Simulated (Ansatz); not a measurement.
The system is HfO2.

```xyz
3
Lattice="0.0000 2.5575 2.5575 2.5575 0.0000 2.5575 2.5575 2.5575 0.0000" Properties=species:S:1:pos:R:3 pbc="T T T"
Hf    0.0000    0.0000    0.0000
O     3.8363    3.8363    3.8363
O     1.2788    1.2788    1.2788
```

Measurements of this composition are mostly on another form, of space group No. 14.

Base run:

| Item | Value |
| --- | --- |
| Program | Ansatz 0.2.0 |
| Functional | PBEsol |
| Potentials or basis | all-electron LAPW, scalar-relativistic |
| Cutoff | 343 eV (chosen from the basis error) |
| Basis error allowed | 0.002 eV/atom |
| k mesh | 9 × 9 × 9 |
| Occupations | fermi-dirac, width 0.05 eV |
| Spin | no spin polarisation |
| Hubbard terms | Hf d U = 8 eV |

Its results: band gap on the k mesh 4.96 eV, indirect (least direct gap 5.37 eV); pressure 2.6 GPa.

**Question.** The run is repeated on the same cell with these changes: hubbard terms from Hf d U = 8 eV to Hf d U = 4 eV. What comes out?

**Answer.** Band gap on the k mesh 4.39 eV, indirect (least direct gap 4.51 eV); pressure -4.3 GPa.

Caveats: U is the effective U less J, on atomic orbitals that reach past the spheres; spin-orbit coupling is left out, which moves the levels of the heavy elements; an odd mesh through Γ misses points on the zone boundary, where band edges often lie.
